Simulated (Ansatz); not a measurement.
**BAs: how the settings move a single-point run**

Aim: see which settings change the result for BAs, by how much, and at what cost.

Method: reference: DFT, LDA, PAW with Ansatz's default frozen-core files, scalar-relativistic, in Ansatz 0.2.0.

## (1) The structure to begin with

The structure is cubic, space group F-43m (No. 216). The conventional cell has a = 4.738 Å, b = 4.738 Å, c = 4.738 Å, α = 90.00°, β = 90.00°, γ = 90.00°. B (site symmetry -43m) is surrounded by 4 As at 2.05 Å. As (site symmetry -43m) has 4 B at 2.05 Å as nearest neighbours.

Coordinates:

```cif
data_structure
_symmetry_space_group_name_H-M 'F-43m'
_symmetry_Int_Tables_number 216
_cell_length_a 4.7376
_cell_length_b 4.7376
_cell_length_c 4.7376
_cell_angle_alpha 90.000
_cell_angle_beta 90.000
_cell_angle_gamma 90.000
_cell_volume 106.33
loop_
_atom_site_label
_atom_site_type_symbol
_atom_site_symmetry_multiplicity
_atom_site_Wyckoff_symbol
_atom_site_fract_x
_atom_site_fract_y
_atom_site_fract_z
_atom_site_occupancy
B1 B 4 c 0.25000 0.25000 0.25000 1
As1 As 4 a 0.00000 0.00000 0.00000 1
```

## (2) Baseline

Contents of input.yaml:

```yaml
crystal:
  lattice:
    - [0.0, 2.368777973, 2.368777973]
    - [2.368777973, 0.0, 2.368777973]
    - [2.368777973, 2.368777973, 0.0]
  atoms:
    - { symbol: B, position: [0.75, 0.75, 0.75] }
    - { symbol: As, position: [0.0, 0.0, 0.0] }
kpoints:
  mp_grid: { grid: [11, 11, 11] }
scf:
  occupations: { method: fermi_dirac, width: 0.01 }
hamiltonian:
  xc: lda
  pseudopotentials: { kind: paw }
output:
  forces: true
  stress: true
  eigenvalues: true
  efg: { contact_densities: true }
```

Command:

```console
$ ansatz run input.yaml --threads 1 --pin off --max-ram 2048MiB --backend cpu --events-out ev --progress --plain --runs-dir out
```

## (3) Changed: preconditioner local_kerker, ecutrho_ratio 12

Changes to input.yaml since step 2:

```diff
@@ -12,2 +12,3 @@
   occupations: { method: fermi_dirac, width: 0.01 }
+  mixing: { preconditioner: local_kerker }
 hamiltonian:
@@ -20 +21,3 @@
   efg: { contact_densities: true }
+basis:
+  ecutrho_ratio: 12
```

What does the calculation give? Wanted: for each run, ending; energy change; pressure; gap; force.

As calculated:

```csv
run,ending,energy change,pressure (GPa),gap (eV),force (eV/Å),cycles,time
reference,converged,0,-0.5,1.14,0.00,6,3.1 s
"1: preconditioner local_kerker, ecutrho_ratio 12",converged,0.0 meV/atom,-0.5,1.14,0.00,6,3.3 s
```

Residual by cycle in the longest SCF loop of each run; runs are numbered as in the table. The quantity is the density residual dr2, in eV.

```csv
cycle,reference,run 1
1,0.0138,0.0138
2,6.6e-4,0.0025
3,1.2e-4,9.1e-5
4,1.7e-5,6.5e-6
5,6.5e-7,2.0e-7
6,4.0e-9,2.2e-8
```

What this shows: With the changed mixing the energy agrees within 0.5 meV/atom.

These are semilocal Kohn-Sham gaps, which aren't the measured quantity. Such gaps usually fall short of the measured ones.
